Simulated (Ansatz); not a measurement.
# C: the cost of one run

Program: the Python package of Ansatz 0.2.0. The levels of theory stand in the script. These are calculated values, not measurements.

## (1) The structure

Symmetry: Cmme, No. 67, orthorhombic system. Conventional cell: a = 2.456 Å, b = 4.254 Å, c = 7.173 Å, α = 90.00°, β = 90.00°, γ = 90.00°. C (site symmetry m) is surrounded by 3 C at 1.42 Å.

Input file c.cif:

```cif
data_C
_cell_length_a 2.456114
_cell_length_b 2.456114
_cell_length_c 7.173268
_cell_angle_alpha 90.00000
_cell_angle_beta 90.00000
_cell_angle_gamma 120.00047
_symmetry_space_group_name_H-M 'P 1'
_symmetry_Int_Tables_number 1
loop_
_symmetry_equiv_pos_as_xyz
'x, y, z'
loop_
_atom_site_label
_atom_site_type_symbol
_atom_site_fract_x
_atom_site_fract_y
_atom_site_fract_z
C1 C    0.083379    0.916621    0.753138
C2 C    0.583379    0.416621    0.246862
C3 C    0.916621    0.083379    0.246862
C4 C    0.416621    0.583379    0.753138
```

## (2) The code

File run_nc_paw.py:

```python
'''Norm-conserving against PAW potentials for C.'''

import ansatz as az
from ase.io import read
import numpy as np
from tabulate import tabulate


def count_gap(report):
    # lowest empty less highest filled band, counting bands; zero where they overlap
    return max(report.get('gap_by_band_count_ev') or 0.0, 0.0)

atoms = read('c.cif')
crystal = az.Crystal.from_ase(atoms)

calculation = (
    crystal.calculation()
    .functional('pbesol')
    .kpoints(spacing=0.26)
    .occupations('cold', width=0.1)
    .scf(tolerance=1e-10)
    .stress()
    .forces()
    .band_table()
)
variants = {
    'PAW': calculation.pseudopotentials('paw'),
    'norm-conserving': calculation.pseudopotentials('nc'),
}
# totals differ by the cores that each treatment holds, so compare what does not depend on them
rows = []
for label, variant in variants.items():
    report = variant.run().report
    levels = np.array(report['eigenvalues_ev'][0]) - report['fermi_energy_ev']
    print(label, 'levels at the first k-point near E_F:', np.round(levels[np.abs(levels) < 5], 3))
    rows.append((label, report['n_electrons'], np.trace(report['stress_gpa']) / 3, float(np.abs(report['forces_ev_ang']).max()), count_gap(report)))
print(tabulate(rows, headers=['treatment', 'electrons in bands', 'P GPa', 'max force component eV/A', 'gap by band count eV'], floatfmt='.4f', tablefmt='plain'))
```

## (3) The input behind the calls

The engine receives this input (first run):

```yaml
crystal:
  lattice:
    - [2.456114, 0.0, 0.0]
    - [-1.2280744483092279, 2.127047044709163, 0.0]
    - [0.0, 0.0, 7.173268]
  atoms:
    - { symbol: C, position: [0.08337899999999998, 0.916621, 0.753138] }
    - { symbol: C, position: [0.583379, 0.416621, 0.24686199999999997] }
    - { symbol: C, position: [0.9166209999999999, 0.083379, 0.24686199999999997] }
    - { symbol: C, position: [0.416621, 0.583379, 0.753138] }
kpoints:
  mp_grid:
    kspacing: 0.26
hamiltonian:
  xc: pbesol
  pseudopotentials:
    kind: paw
scf:
  convergence:
    dr2_threshold: 1.0e-10
  occupations:
    method: cold
    width: 0.1
output:
  forces: true
  stress: true
  eigenvalues: true
```

## (4) Launch

The run is started by

```bash
$ python run_nc_paw.py
```

What time and memory should one allow on 1 thread of Arm Neoverse V2, shared host?

About 20 s, with a peak of 0.57 GiB.
